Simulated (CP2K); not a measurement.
**C in CP2K: the effect of functional**

C:

```
C
1.0
     2.52210    0.00000    0.00000
    -1.26105    2.18420    0.00000
     0.00000    0.00000   12.35570
C
12
Direct
  0.66667 0.33333 0.35417
  0.33333 0.66667 0.85417
  0.66667 0.33333 0.14583
  0.33333 0.66667 0.64583
  0.66667 0.33333 0.47917
  0.33333 0.66667 0.97917
  0.66667 0.33333 0.02083
  0.33333 0.66667 0.52083
  0.00000 0.00000 0.81250
  0.00000 0.00000 0.31250
  0.00000 0.00000 0.68750
  0.00000 0.00000 0.18750
```

This is a hexagonal form of diamond, not graphite.

Alike in all runs:

```yaml
Program: CP2K 2026.2
Task: band structure
Potentials_or_basis: POTENTIAL_UZH C GTH-PBE-q4; DZVP-MOLOPT-PBE-GTH basis
Density_cutoff: 9184 eV
k_mesh: 9 × 9 × 2
Occupations: fermi-dirac, width 0.05 eV
Spin: no spin polarisation
```

One run gave: gap on the mesh 4.74 eV; pressure 2.1 GPa. Which functional did it use?
A. PBEsol
B. vdW-DF-cx
C. RPBE
D. LDA
E. TASK

B.

```tsv
functional	gap on the mesh (eV)	pressure (GPa)
LDA	4.62	0.5
PBEsol	4.65	0.7
WC	4.69	1.2
vdW-DF-cx	4.74	2.1
RPBE	4.85	5.5
TASK	4.79	10.3
```

Caveats: the potentials were made for another functional, which shifts forces and pressure; the basis of atomic orbitals isn't converged, which shifts pressures, moduli and gaps.

Runs at the PBE level aren't shown here.
